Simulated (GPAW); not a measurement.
TaS2:

```
Ta S
1.0
     3.35000    0.00000    0.00000
    -1.67500    2.90119    0.00000
     0.00000    0.00000    5.86000
Ta S
1 2
Cartesian
  0.0000 0.0000 0.0000
  1.6750 0.9671 4.3950
  0.0000 1.9341 1.4650
```

Program: GPAW 26.7.0. Alike in all runs: cell as given; cutoff (eV) 600. Hardware: 1 thread of Arm Neoverse V2, with other jobs on the host.

Order these runs on this cell by their wall time, lowest first.
A. task single point; level PBEsol; potentials or basis PAW data sets generated in the run's folder for this functional, pw; spin off; k mesh 9 × 9 × 5; smearing gaussian 0.05 eV
B. task band structure; level r2SCAN; potentials or basis GPAW PAW data sets (gpaw-data 1.2.1), pw; spin off; k mesh 9 × 9 × 5; smearing fermi-dirac 0.05 eV; band path GMKGALHA,LM,KH; band points 100
C. task band structure; level RPBE+D3(BJ); potentials or basis the program's PAW data sets (release 1.2.1) made for this functional, pw; spin SOC, no magnetisation; k mesh 7 × 7 × 4; smearing fermi-dirac 0.02 eV; band path GMKGALHA,LM,KH; band points 100; spin axis theta (degrees) 54.7; spin axis phi (degrees) 45; soc after scf second variation

A (36 s), C (71 s), B (220 s).

Caveats: spin-orbit coupling was added after a scalar SCF, so levels and gaps hold it while energy, forces, pressure and moments don't (some runs).
